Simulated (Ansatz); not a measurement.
# Cobalt, hcp under LDA: convergence with the k-point mesh, part 2 of 2

Aim: find which k-point mesh is enough for energy and pressure. The geometry was relaxed under LDA beforehand and stays fixed; 8 values are run, from 2×2×2 to 22×22×12. Wanted are the values from which on the energy stays within 10 and 1 meV/atom, and the pressure within 0.5 GPa, of the last run. Within the series other settings stay, but some runs also write fields, which adds to their time. Spin polarisation is left out.

Ansatz 0.2.0; DFT LDA, plane waves with PAW, scalar-relativistic. The steps go on from the part before.

### Step 6. With a k-mesh of 9×9×5

The run at 9×9×5.

input.yaml

```yaml
crystal:
  lattice:
    - [2.399568643, 0.0, 0.0]
    - [-1.1997843215, 2.078087403, 0.0]
    - [0.0, 0.0, 3.8656883379]
  atoms:
    - { symbol: Co, position: [0.3333333333, 0.6666666667, 0.25] }
    - { symbol: Co, position: [0.6666666667, 0.3333333333, 0.75] }
hamiltonian:
  xc: lda
  pseudopotentials:
    kind: paw
    azcp:
      Co: "pseudopotentials/Co.paw.azcp"
basis:
  ecutwfc: 420
  fft_grid_basis: typed
kpoints:
  mp_grid: { grid: [9, 9, 5], shift: [0, 0, 0] }
magnetization:
  spin_polarized: false
scf:
  occupations: { method: fermi_dirac, width: 0.1 }
  lower_state_search: "off"
output:
  stress: true
  write_density: true
  write_potential: true
  elf: true
  volumetric_format: npy
```

On the command line:

```
ansatz run input.yaml --threads 2 --pin off --max-ram 5120MiB --backend cpu --events-out ev --progress --plain --runs-dir out
```

Standard output:

```text
Warning: <dir> the record states the generating functional pbe (its physics header spells it `PBE`), which answers neither for hamiltonian.xc's functional nor for the lda family's — results may be inconsistent (PPs are generated against a specific XC)
Warning: RAYON_NUM_THREADS=2 ignored (pool sized by the plan → 2); use --threads N
Engine: ansatz 0.2.0, aarch64-unknown-linux-gnu
Pseudopotentials: kind: paw
Pseudopotential: Co, paw, valence charge 17, recommended cutoff 420 eV (normal), <dir>
Functional definition: SPW92
  exchange = slater_x
  correlation = pw_c
Crystal: 2 atoms, lattice volume = 19.276 Å³
Basis set: ecut = 420 eV, 379 PW (Γ)
Bands: 21, of which v1, the nominal top of the filled ones, is band 17 counted from 1 (16 counted from 0)
Symmetry: 24 space group operations
Space group: P63/mmc (ITA 194), of the structure as read, at distance tolerance 2.7e-5 Å
k-points: 36 of 405
Non-local potential: Co, projectors of the file, l = 0: 3, l = 1: 2, l = 2: 3, l = 3: 1
PAW form: soft (Blöchl's): semilocal exchange-correlation on the pseudo side does not see the compensation charge
PAW frozen core: Co, regenerated for the run's functional, and the local potential with it (the file was generated under x = pbe(κ = 0.804, μ = 0.2195149727645171), c = pbe(β = 0.06672455060314922))
PAW one-centre angular grid: Co, 590 points (default); XC on 64 Gauss nodes
Initial density: superposition of atomic densities (neutral atoms: chi_scale 0, normalization atom), corrected by the library's trained network
Initial wavefunctions: pseudopotential atomic-orbital guess
Functional: x = slater, c = lda
SCF iter   1: F=—  HF=-10125.396817 eV  |F-HF|=—  |Δ(HF+E_count)|=         —  Δρ=2.37e-2  dr2=4.54e-2  ethr=1.77e-3  ⟨swp⟩=4.4  Hψ=2783  notcnv=0
preconditioner: auto → none  [metal: Δε(μ)=0.029 eV  Ē_g=6.684 eV  σ=0.100 eV  W_gap=0.07  n_scr=2 (ndim 8)  ℏωp=35.9 eV  f_vac=0.000  D(μ)=4.95/eV (n_scr^D=98)  sad-step TF]
SCF iter   2: F=—  HF=-10125.388892 eV  |F-HF|=—  |Δ(HF+E_count)|=   7.92e-3  Δρ=8.49e-3  dr2=5.56e-3  ethr=1.34e-4  ⟨swp⟩=2.9  Hψ=1463  notcnv=0
SCF iter   3: F=—  HF=-10125.388038 eV  |F-HF|=—  |Δ(HF+E_count)|=   8.54e-4  Δρ=1.05e-3  dr2=6.63e-5  ethr=1.64e-5  ⟨swp⟩=2.6  Hψ=1304  notcnv=0
SCF iter   4: F=—  HF=-10125.388007 eV  |F-HF|=—  |Δ(HF+E_count)|=   3.09e-5  Δρ=1.43e-4  dr2=1.02e-6  ethr=1.95e-7  ⟨swp⟩=2.4  Hψ=1260  notcnv=0
SCF iter   5: F=—  HF=-10125.388008 eV  |F-HF|=—  |Δ(HF+E_count)|=   3.67e-7  Δρ=7.34e-5  dr2=2.41e-7  ethr=3.00e-9  ⟨swp⟩=2.4  Hψ=1292  notcnv=0
SCF iter   6: F=-10125.388008 eV  HF=-10125.388008 eV  |F-HF|=1.90e-9  |Δ(HF+E_count)|=   5.51e-8  Δρ=6.78e-6  dr2=2.16e-9  ethr=2.94e-10  ⟨swp⟩=8.1  Hψ=5175  notcnv=0
SCF 1 converged in 6 iterations: F = -10125.388008 eV  dr2 = 2.16e-9
SCF converged after 6 iterations
Free energy (F): -10125.388008 eV
Harris-Foulkes:  -10125.388008 eV  (|F-HF|=1.90e-9)
Internal energy: -10125.224391 eV  (E = F + TS)
E sigma→0 (E₀):  -10125.306199 eV
Entropy (-TS):   -0.163616 eV (-81.808 meV/atom)
Fermi energy:    21.110876 eV
--- Per-component energies (eV) ---
  E_band       = -406.316357
  E_kinetic    = 916.157741
  E_local      = -5329.403515  (includes V_loc(G=0)·N_el)
  E_nonlocal   = 916.171071
  E_hartree    = 2240.638874
  E_xc         = -318.250743
  E_vxc        = -413.194763  (∫ρ·V_xc dr)
  E_paw        = -2903.820386  (= ΣΔE_a)
  E_vpaw       = -977.326524  (= ΣTr[D̂ρ^β])
  E_aug_tail   = 0.000062  (compensation charges beyond the density's cutoff)
  E_ewald      = -5647.553998
  E_core_change = 0.836501  (= ΣΔE_core)
  E_smearing   = -0.163616  (= −TS)
  E_closure    = -0.000000  (closes the sum)
  Σ components = -10125.388008   (vs F -10125.388008, Δ=0.00e0)
--- Stress (GPa, compression-positive) ---
       -0.106088       0.000000      -0.000000
        0.000000      -0.106088      -0.000000
       -0.000000      -0.000000       0.625104
  P = ⅓ Tr σ = 0.1376 GPa (1.376 kbar)
--- Band table (eV; the first three rows and the last of 36) ---
  k-point 0: bands = ["-73.4096", "-73.3067", "-37.3440", "-36.8641", "-36.8641", "-36.8087", "-36.7879", "-36.7879", "11.3835", "15.6924", "18.9578", "18.9837", "18.9837", "19.4010", "19.4010", "19.8254", "19.8254", "20.9368", "21.2437", "21.2437", "28.9924"]
  k-point 1: bands = ["-73.3998", "-73.3165", "-37.2938", "-36.8608", "-36.8568", "-36.8568", "-36.7951", "-36.7951", "11.8265", "15.5438", "18.8203", "18.8768", "18.8768", "19.2639", "19.2639", "19.7658", "20.1156", "20.1156", "21.2167", "21.2167", "31.0504"]
  k-point 2: bands = ["-73.3741", "-73.3422", "-37.1616", "-36.9963", "-36.8377", "-36.8377", "-36.8142", "-36.8142", "13.0579", "14.6374", "18.5332", "18.5702", "18.8377", "18.8377", "19.0005", "19.0005", "20.6288", "20.6288", "21.0361", "21.0361", "35.2756"]
  k-point 35: bands = ["-73.2897", "-73.2897", "-37.2049", "-37.2049", "-37.1129", "-37.0624", "-36.9018", "-36.9018", "17.2394", "17.3121", "17.3121", "17.4726", "18.4136", "18.4136", "19.7474", "20.1156", "21.2665", "21.2665", "27.6909", "27.6909", "28.5997"]
```

Run time: 1.5 s. Hardware: 2 threads of Arm Neoverse N1, shared host; peak memory 0.27 GiB.

### Step 7. With a k-mesh of 12×12×7

The run at 12×12×7.

Edit input.yaml of step 6 so:

```diff
@@ -18,3 +18,3 @@
 kpoints:
-  mp_grid: { grid: [9, 9, 5], shift: [0, 0, 0] }
+  mp_grid: { grid: [12, 12, 7], shift: [0, 0, 0] }
 magnetization:
```

On the command line:

```
ansatz run input.yaml --threads 2 --pin off --max-ram 5120MiB --backend cpu --events-out ev --progress --plain --runs-dir out
```

Standard output:

```text
Warning: <dir> the record states the generating functional pbe (its physics header spells it `PBE`), which answers neither for hamiltonian.xc's functional nor for the lda family's — results may be inconsistent (PPs are generated against a specific XC)
Warning: RAYON_NUM_THREADS=2 ignored (pool sized by the plan → 2); use --threads N
[... 6 set-up lines as earlier in the session ...]
Crystal: 2 atoms, lattice volume = 19.276 Å³
Basis set: ecut = 420 eV, 379 PW (Γ)
Bands: 21, of which v1, the nominal top of the filled ones, is band 17 counted from 1 (16 counted from 0)
[... 2 set-up lines as earlier in the session ...]
k-points: 76 of 1008
[... 7 set-up lines as earlier in the session ...]
SCF iter   1: F=—  HF=-10125.405859 eV  |F-HF|=—  |Δ(HF+E_count)|=         —  Δρ=2.50e-2  dr2=5.13e-2  ethr=1.77e-3  ⟨swp⟩=4.5  Hψ=5892  notcnv=0
preconditioner: auto → none  [metal: Δε(μ)=0.016 eV  Ē_g=6.677 eV  σ=0.100 eV  W_gap=0.04  n_scr=2 (ndim 8)  ℏωp=35.9 eV  f_vac=0.000  D(μ)=4.74/eV (n_scr^D=98)  sad-step TF]
SCF iter   2: F=—  HF=-10125.396845 eV  |F-HF|=—  |Δ(HF+E_count)|=   9.01e-3  Δρ=8.90e-3  dr2=6.35e-3  ethr=1.51e-4  ⟨swp⟩=2.9  Hψ=3071  notcnv=0
SCF iter   3: F=—  HF=-10125.395828 eV  |F-HF|=—  |Δ(HF+E_count)|=   1.02e-3  Δρ=1.07e-3  dr2=7.26e-5  ethr=1.87e-5  ⟨swp⟩=2.5  Hψ=2643  notcnv=0
SCF iter   4: F=—  HF=-10125.395819 eV  |F-HF|=—  |Δ(HF+E_count)|=   9.70e-6  Δρ=1.48e-4  dr2=1.03e-6  ethr=2.14e-7  ⟨swp⟩=2.1  Hψ=2469  notcnv=0
SCF iter   5: F=—  HF=-10125.395819 eV  |F-HF|=—  |Δ(HF+E_count)|=   6.68e-7  Δρ=8.49e-5  dr2=3.20e-7  ethr=3.03e-9  ⟨swp⟩=2.1  Hψ=2617  notcnv=0
SCF iter   6: F=-10125.395819 eV  HF=-10125.395819 eV  |F-HF|=1.78e-9  |Δ(HF+E_count)|=   1.08e-7  Δρ=6.85e-6  dr2=2.08e-9  ethr=2.94e-10  ⟨swp⟩=8.5  Hψ=11335  notcnv=0
SCF 1 converged in 6 iterations: F = -10125.395819 eV  dr2 = 2.08e-9
SCF converged after 6 iterations
Free energy (F): -10125.395819 eV
Harris-Foulkes:  -10125.395819 eV  (|F-HF|=1.78e-9)
Internal energy: -10125.237336 eV  (E = F + TS)
E sigma→0 (E₀):  -10125.316578 eV
Entropy (-TS):   -0.158483 eV (-79.241 meV/atom)
Fermi energy:    21.108872 eV
--- Per-component energies (eV) ---
  E_band       = -406.645914
  E_kinetic    = 916.076267
  E_local      = -5328.829400  (includes V_loc(G=0)·N_el)
  E_nonlocal   = 915.956312
  E_hartree    = 2240.194107
  E_xc         = -318.265276
  E_vxc        = -413.213649  (∫ρ·V_xc dr)
  E_paw        = -2903.651913  (= ΣΔE_a)
  E_vpaw       = -977.025249  (= ΣTr[D̂ρ^β])
  E_aug_tail   = 0.000062  (compensation charges beyond the density's cutoff)
  E_ewald      = -5647.553998
  E_core_change = 0.836501  (= ΣΔE_core)
  E_smearing   = -0.158483  (= −TS)
  E_closure    = -0.000000  (closes the sum)
  Σ components = -10125.395819   (vs F -10125.395819, Δ=0.00e0)
--- Stress (GPa, compression-positive) ---
       -0.113632       0.000000       0.000000
        0.000000      -0.113632      -0.000000
       -0.000000      -0.000000       0.052532
  P = ⅓ Tr σ = -0.0582 GPa (-0.582 kbar)
--- Band table (eV; the first three rows and the last of 76) ---
  k-point 0: bands = ["-73.4218", "-73.3189", "-37.3534", "-36.8766", "-36.8766", "-36.8184", "-36.8005", "-36.8005", "11.3835", "15.6878", "18.9503", "18.9737", "18.9737", "19.3907", "19.3907", "19.8165", "19.8165", "20.9375", "21.2340", "21.2340", "28.9870"]
  k-point 1: bands = ["-73.4167", "-73.3240", "-37.3274", "-36.8728", "-36.8728", "-36.8454", "-36.8042", "-36.8042", "11.6112", "15.6245", "18.8778", "18.9064", "18.9064", "19.3166", "19.3166", "19.9789", "19.9789", "20.2480", "21.2232", "21.2232", "30.1178"]
  k-point 2: bands = ["-73.4024", "-73.3383", "-37.2544", "-36.9209", "-36.8623", "-36.8623", "-36.8148", "-36.8148", "12.2714", "15.2867", "18.6915", "18.8265", "18.8265", "19.0944", "19.1415", "19.1415", "20.3239", "20.3239", "21.1566", "21.1566", "32.7220"]
  k-point 75: bands = ["-73.3019", "-73.3019", "-37.2197", "-37.2197", "-37.1183", "-37.0819", "-36.9090", "-36.9090", "17.2821", "17.3142", "17.3142", "17.4508", "18.3974", "18.3974", "19.7601", "20.0225", "21.2650", "21.2650", "27.7038", "27.7038", "28.8497"]
```

Run time: 2.4 s. Hardware: 2 threads of Arm Neoverse N1, shared host; peak memory 0.29 GiB.

### Step 8. With a k-mesh of 16×16×9

The run at 16×16×9.

Edit input.yaml of step 7 so:

```diff
@@ -18,3 +18,3 @@
 kpoints:
-  mp_grid: { grid: [12, 12, 7], shift: [0, 0, 0] }
+  mp_grid: { grid: [16, 16, 9], shift: [0, 0, 0] }
 magnetization:
@@ -26,5 +26 @@
   stress: true
-  write_density: true
-  write_potential: true
-  elf: true
-  volumetric_format: npy
```

On the command line:

```
ansatz run input.yaml --threads 2 --pin off --max-ram 5120MiB --backend cpu --events-out ev --progress --plain --runs-dir out
```

Standard output:

```text
Warning: <dir> the record states the generating functional pbe (its physics header spells it `PBE`), which answers neither for hamiltonian.xc's functional nor for the lda family's — results may be inconsistent (PPs are generated against a specific XC)
Warning: RAYON_NUM_THREADS=2 ignored (pool sized by the plan → 2); use --threads N
[... 6 set-up lines as earlier in the session ...]
Crystal: 2 atoms, lattice volume = 19.276 Å³
Basis set: ecut = 420 eV, 379 PW (Γ)
Bands: 21, of which v1, the nominal top of the filled ones, is band 17 counted from 1 (16 counted from 0)
[... 2 set-up lines as earlier in the session ...]
k-points: 150 of 2304
[... 7 set-up lines as earlier in the session ...]
SCF iter   1: F=—  HF=-10125.405855 eV  |F-HF|=—  |Δ(HF+E_count)|=         —  Δρ=2.44e-2  dr2=4.85e-2  ethr=1.77e-3  ⟨swp⟩=4.4  Hψ=11605  notcnv=0
preconditioner: auto → none  [metal: Δε(μ)=0.014 eV  Ē_g=6.688 eV  σ=0.100 eV  W_gap=0.04  n_scr=2 (ndim 8)  ℏωp=35.9 eV  f_vac=0.000  D(μ)=4.82/eV (n_scr^D=98)  sad-step TF]
SCF iter   2: F=—  HF=-10125.397405 eV  |F-HF|=—  |Δ(HF+E_count)|=   8.45e-3  Δρ=8.68e-3  dr2=5.97e-3  ethr=1.43e-4  ⟨swp⟩=3.0  Hψ=6085  notcnv=0
SCF iter   3: F=—  HF=-10125.396478 eV  |F-HF|=—  |Δ(HF+E_count)|=   9.27e-4  Δρ=1.05e-3  dr2=6.90e-5  ethr=1.76e-5  ⟨swp⟩=2.6  Hψ=5276  notcnv=0
SCF iter   4: F=—  HF=-10125.396463 eV  |F-HF|=—  |Δ(HF+E_count)|=   1.49e-5  Δρ=1.39e-4  dr2=9.06e-7  ethr=2.03e-7  ⟨swp⟩=2.1  Hψ=4889  notcnv=0
SCF iter   5: F=—  HF=-10125.396463 eV  |F-HF|=—  |Δ(HF+E_count)|=   6.03e-7  Δρ=8.09e-5  dr2=2.86e-7  ethr=2.67e-9  ⟨swp⟩=2.1  Hψ=5282  notcnv=0
SCF iter   6: F=-10125.396463 eV  HF=-10125.396463 eV  |F-HF|=1.86e-9  |Δ(HF+E_count)|=   1.12e-7  Δρ=6.87e-6  dr2=2.11e-9  ethr=2.94e-10  ⟨swp⟩=4.6  Hψ=11963  notcnv=0
SCF 1 converged in 6 iterations: F = -10125.396463 eV  dr2 = 2.11e-9
SCF converged after 6 iterations
Free energy (F): -10125.396463 eV
Harris-Foulkes:  -10125.396463 eV  (|F-HF|=1.86e-9)
Internal energy: -10125.236791 eV  (E = F + TS)
E sigma→0 (E₀):  -10125.316627 eV
Entropy (-TS):   -0.159673 eV (-79.836 meV/atom)
Fermi energy:    21.116057 eV
--- Per-component energies (eV) ---
  E_band       = -406.515976
  E_kinetic    = 916.099295
  E_local      = -5329.055052  (includes V_loc(G=0)·N_el)
  E_nonlocal   = 916.040291
  E_hartree    = 2240.367951
  E_xc         = -318.257222
  E_vxc        = -413.203165  (∫ρ·V_xc dr)
  E_paw        = -2903.714620  (= ΣΔE_a)
  E_vpaw       = -977.134860  (= ΣTr[D̂ρ^β])
  E_aug_tail   = 0.000062  (compensation charges beyond the density's cutoff)
  E_ewald      = -5647.553998
  E_core_change = 0.836501  (= ΣΔE_core)
  E_smearing   = -0.159673  (= −TS)
  E_closure    = -0.000000  (closes the sum)
  Σ components = -10125.396463   (vs F -10125.396463, Δ=0.00e0)
--- Stress (GPa, compression-positive) ---
       -0.066604       0.000000       0.000000
        0.000000      -0.066604      -0.000000
        0.000000      -0.000000      -0.001773
  P = ⅓ Tr σ = -0.0450 GPa (-0.450 kbar)
```

It took 2.9 s on 2 threads of Arm Neoverse N1, shared host; peak memory 0.32 GiB.

### Step 9. With a k-mesh of 22×22×12

The run at 22×22×12.

Edit input.yaml of step 8 so:

```diff
@@ -18,3 +18,3 @@
 kpoints:
-  mp_grid: { grid: [16, 16, 9], shift: [0, 0, 0] }
+  mp_grid: { grid: [22, 22, 12], shift: [0, 0, 0] }
 magnetization:
@@ -26 +26,5 @@
   stress: true
+  write_density: true
+  write_potential: true
+  elf: true
+  volumetric_format: npy
```

On the command line:

```
ansatz run input.yaml --threads 2 --pin off --max-ram 5120MiB --backend cpu --events-out ev --progress --plain --runs-dir out
```

Standard output:

```text
Warning: <dir> the record states the generating functional pbe (its physics header spells it `PBE`), which answers neither for hamiltonian.xc's functional nor for the lda family's — results may be inconsistent (PPs are generated against a specific XC)
Warning: RAYON_NUM_THREADS=2 ignored (pool sized by the plan → 2); use --threads N
[... 6 set-up lines as earlier in the session ...]
Crystal: 2 atoms, lattice volume = 19.276 Å³
Basis set: ecut = 420 eV, 379 PW (Γ)
Bands: 21, of which v1, the nominal top of the filled ones, is band 17 counted from 1 (16 counted from 0)
[... 2 set-up lines as earlier in the session ...]
k-points: 364 of 5808
[... 7 set-up lines as earlier in the session ...]
SCF iter   1: F=—  HF=-10125.405608 eV  |F-HF|=—  |Δ(HF+E_count)|=         —  Δρ=2.46e-2  dr2=4.96e-2  ethr=1.77e-3  ⟨swp⟩=4.4  Hψ=28113  notcnv=0
preconditioner: auto → none  [metal: Δε(μ)=0.001 eV  Ē_g=6.698 eV  σ=0.100 eV  W_gap=0.00  n_scr=2 (ndim 8)  ℏωp=35.9 eV  f_vac=0.000  D(μ)=4.86/eV (n_scr^D=98)  sad-step TF]
SCF iter   2: F=—  HF=-10125.396928 eV  |F-HF|=—  |Δ(HF+E_count)|=   8.68e-3  Δρ=8.71e-3  dr2=6.06e-3  ethr=1.46e-4  ⟨swp⟩=3.0  Hψ=14712  notcnv=0
SCF iter   3: F=—  HF=-10125.395981 eV  |F-HF|=—  |Δ(HF+E_count)|=   9.47e-4  Δρ=1.05e-3  dr2=6.89e-5  ethr=1.78e-5  ⟨swp⟩=2.6  Hψ=12983  notcnv=0
SCF iter   4: F=—  HF=-10125.395962 eV  |F-HF|=—  |Δ(HF+E_count)|=   1.91e-5  Δρ=1.37e-4  dr2=8.68e-7  ethr=2.03e-7  ⟨swp⟩=2.0  Hψ=11646  notcnv=0
SCF iter   5: F=—  HF=-10125.395963 eV  |F-HF|=—  |Δ(HF+E_count)|=   7.07e-7  Δρ=8.43e-5  dr2=3.09e-7  ethr=2.55e-9  ⟨swp⟩=2.1  Hψ=12783  notcnv=0
SCF iter   6: F=-10125.395963 eV  HF=-10125.395963 eV  |F-HF|=1.84e-9  |Δ(HF+E_count)|=   1.29e-7  Δρ=6.76e-6  dr2=2.00e-9  ethr=2.94e-10  ⟨swp⟩=6.7  Hψ=53621  notcnv=0
SCF 1 converged in 6 iterations: F = -10125.395963 eV  dr2 = 2.00e-9
SCF converged after 6 iterations
Free energy (F): -10125.395963 eV
Harris-Foulkes:  -10125.395963 eV  (|F-HF|=1.84e-9)
Internal energy: -10125.235375 eV  (E = F + TS)
E sigma→0 (E₀):  -10125.315669 eV
Entropy (-TS):   -0.160587 eV (-80.294 meV/atom)
Fermi energy:    21.112627 eV
--- Per-component energies (eV) ---
  E_band       = -406.578001
  E_kinetic    = 916.085499
  E_local      = -5328.943326  (includes V_loc(G=0)·N_el)
  E_nonlocal   = 916.001777
  E_hartree    = 2240.281973
  E_xc         = -318.260580
  E_vxc        = -413.207530  (∫ρ·V_xc dr)
  E_paw        = -2903.683284  (= ΣΔE_a)
  E_vpaw       = -977.079041  (= ΣTr[D̂ρ^β])
  E_aug_tail   = 0.000062  (compensation charges beyond the density's cutoff)
  E_ewald      = -5647.553998
  E_core_change = 0.836501  (= ΣΔE_core)
  E_smearing   = -0.160587  (= −TS)
  E_closure    = -0.000000  (closes the sum)
  Σ components = -10125.395963   (vs F -10125.395963, Δ=0.00e0)
--- Stress (GPa, compression-positive) ---
       -0.034961       0.000000       0.000000
        0.000000      -0.034961      -0.000000
        0.000000      -0.000000      -0.023481
  P = ⅓ Tr σ = -0.0311 GPa (-0.311 kbar)
--- Band table (eV; the first three rows and the last of 364) ---
  k-point 0: bands = ["-73.4192", "-73.3164", "-37.3506", "-36.8744", "-36.8744", "-36.8156", "-36.7982", "-36.7982", "11.3835", "15.6879", "18.9516", "18.9750", "18.9750", "19.3920", "19.3920", "19.8193", "19.8193", "20.9383", "21.2369", "21.2369", "28.9877"]
  k-point 1: bands = ["-73.4175", "-73.3181", "-37.3417", "-36.8731", "-36.8731", "-36.8249", "-36.7995", "-36.7995", "11.4614", "15.6691", "18.9264", "18.9479", "18.9479", "19.3658", "19.3658", "19.8792", "19.8792", "20.6763", "21.2341", "21.2341", "29.3974"]
  k-point 2: bands = ["-73.4124", "-73.3233", "-37.3155", "-36.8693", "-36.8693", "-36.8521", "-36.8033", "-36.8033", "11.6926", "15.5954", "18.8541", "18.8908", "18.8908", "19.2935", "19.2935", "20.0320", "20.0320", "20.0505", "21.2205", "21.2205", "30.4815"]
  k-point 363: bands = ["-73.2995", "-73.2995", "-37.2230", "-37.2230", "-37.0944", "-37.0944", "-36.9028", "-36.9028", "17.1840", "17.1840", "17.5228", "17.5228", "18.3870", "18.3870", "19.8632", "19.8632", "21.2830", "21.2830", "27.4600", "27.4600", "29.7456"]
```

Wall time 9.2 s (2 threads of Arm Neoverse N1, shared host); peak memory 0.4 GiB.

### Step 10. All values side by side

Energies count from the run at 22×22×12.

```
  k-mesh  k-points  E(σ → 0) (meV/atom)  P (GPa)  SCF cycles  CPU time
   2×2×2         4              1125.26    16.63           7    0.67 s
   4×4×2         8               -88.29    -2.80           6    0.95 s
   5×5×3        10                68.03     1.36           6    0.83 s
   7×7×4        24               -21.63    -0.85           6     1.3 s
   9×9×5        36                 4.73     0.14           6     2.3 s
 12×12×7        76                -0.45    -0.06           6     4.1 s
 16×16×9       150                -0.48    -0.04           6     5.2 s
22×22×12       364                 0.00    -0.03           6      17 s
```

### Step 11. Outcome

This closing draws on all 2 parts.

| quantity | value |
| --- | --- |
| E(σ → 0) stays within 10 meV/atom of 22×22×12 | from 9×9×5 on |
| E(σ → 0) stays within 1 meV/atom | from 12×12×7 on |
| pressure stays within 0.5 GPa | from 9×9×5 on |
| pressure at 22×22×12 | -0.03 GPa |
| CPU time, dearest over cheapest | 26 |
| energy of a separate run on a finer mesh (25×25×13) | 0.0 meV/atom from 22×22×12 |

In words: At 2×2×2 the energy differs by +1125 meV/atom and the pressure by +16.7 GPa. Convergence in k is not monotonic; the energy swings about its limit. From 12×12×7 on, the energy holds to 1 meV/atom. Metals converge slowly, as the Fermi surface must be resolved. A run on a finer mesh agrees with the yardstick to 1 meV/atom. The cell taken over is 13 % smaller than the measured one (11.07 Å³/atom, COD), which weighs on all values here.

Real Co is ferromagnetic; without spin these runs don't describe its ground state.
